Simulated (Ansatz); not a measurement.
# TaN under changes of volume

One of the cells (10.813 Å³/atom); the others are scaled copies at fixed shape and fractional positions:

```
Ta N
1.0
     0.00000    2.21132    2.21132
     2.21132    0.00000    2.21132
     2.21132    2.21132    0.00000
Ta N
1 1
Cartesian
  2.2113 2.2113 2.2113
  0.0000 0.0000 0.0000
```

The cell comes from a database or a generator and needn't be the stable form of this composition.

- Program: Ansatz 0.2.0
- Functional: PBEsol
- Potentials or basis: Ansatz PAW
- Cutoff: 420 eV (not typed: the program's choice for these potentials)
- k mesh: 10 × 10 × 10
- Occupations: fermi-dirac, width 0.05 eV
- Spin: no spin polarisation

| volume (Å³/atom) | energy over the lowest point (meV/atom) | pressure (GPa) |
| --- | --- | --- |
| 10.164 | 9.54 | 11.3 |
| 10.381 | 0.00 | 3.1 |
| 10.597 | ? | ? |
| 10.813 | 11.07 | -10.7 |
| 11.030 | 29.68 | -16.6 |
| 11.246 | 55.69 | -21.8 |
| 11.462 | 88.34 | -26.5 |

Problem. What does the run at 10.597 Å³/atom give?

Solution. Energy over the lowest point 0.88 meV/atom; pressure -4.2 GPa.

Worked out: A Birch-Murnaghan fit of order 3 (a polynomial in V^(-2/3)) to the other rows has its minimum at 10.47 Å³/atom with B0 = V·E''(V) = 356 GPa and B' = 4.4. It gives 0.89 meV/atom at 10.597 Å³/atom, against the run's 0.88, and -dE/dV = -4.2 GPa, against -4.2.

Energies are extrapolated to zero smearing.

Caveats: the PAW data sets come from PBE, with cores solved anew for the run's functional, which leaves a small shift of forces and pressure.
